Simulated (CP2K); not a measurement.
## Zn under changes of volume

One of the cells (15.451 Å³/atom); the others are scaled copies at fixed shape and fractional positions:

```xyz
1
Lattice="2.7177 0.0000 0.0000 -0.9059 2.5622 0.0000 -0.9059 -1.2811 2.2190" Properties=species:S:1:pos:R:3 pbc="T T T"
Zn    0.0000    0.0000    0.0000
```

This isn't the form of Zn at room conditions, which is hcp.

```yaml
Program: CP2K 2026.2
Functional: r2SCAN
Potentials_or_basis: POTENTIAL_UZH Zn GTH-SCAN-q12; TZVP-MOLOPT-SCAN-GTH basis
Density_cutoff: 9184 eV
k_mesh: 12 × 12 × 12
Occupations: fermi-dirac, width 0.05 eV
Spin: no spin polarisation
```

| volume (Å³/atom) | energy over the lowest point (meV/atom) | pressure (GPa) |
| --- | --- | --- |
| 14.524 | 0.00 | -3.4 |
| 14.833 | 8.20 | -4.9 |
| 15.142 | 18.78 | -5.9 |
| 15.451 | 31.00 | -6.6 |
| 15.760 | ? | ? |
| 16.069 | 58.50 | -7.6 |
| 16.378 | 73.44 | -8.0 |

Problem. What does the run at 15.760 Å³/atom give?

Solution. Energy over the lowest point 44.32 meV/atom; pressure -7.2 GPa.

Worked out: A Birch-Murnaghan fit of order 3 (a polynomial in V^(-2/3)) to the other rows has no minimum within the range. It gives 44.32 meV/atom at 15.760 Å³/atom, against the run's 44.32, and -dE/dV = -7.2 GPa, against -7.2.

Energies are extrapolated to zero smearing.

Caveats: the basis of atomic orbitals isn't converged, which shifts pressures, moduli and gaps.
